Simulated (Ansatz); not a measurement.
BeS: relaxed-ion elastic tensor

Method: Ansatz 0.2.0, DFT PBE, scalar-relativistic, plane waves, PAW. Cutoff 420 eV, 8×8×8 k-points (Γ-centred), fixed occupations. No spin polarisation.

The cell, relaxed at this level:
```
Be S
1.0
     0.00000    2.43801    2.43801
     2.43801    0.00000    2.43801
     2.43801    2.43801    0.00000
Be S
1 1
Cartesian
  0.0000 0.0000 0.0000
  1.2190 1.2190 1.2190
```

It was relaxed at this level from a cell as deposited in COD.

Question: Give the relaxed-ion elastic constants (GPa, Voigt order xx yy zz yz xz xy, on the Cartesian axes of the cell above).

Answer:
C11 = 157.4, C12 = 60.8, C13 = 60.8, C22 = 157.4, C23 = 60.8, C33 = 157.4, C44 = 82.4, C55 = 82.4, C66 = 82.4 GPa; the others vanish.

Question: Is the crystal stable against homogeneous strain?

Answer: Yes: the least eigenvalue of the tensor is 82.4 GPa.

Question: And the moduli of a polycrystal (Hill averages)?

Answer: B = 93 GPa, G = 67 GPa, E = 161 GPa, ν = 0.21.
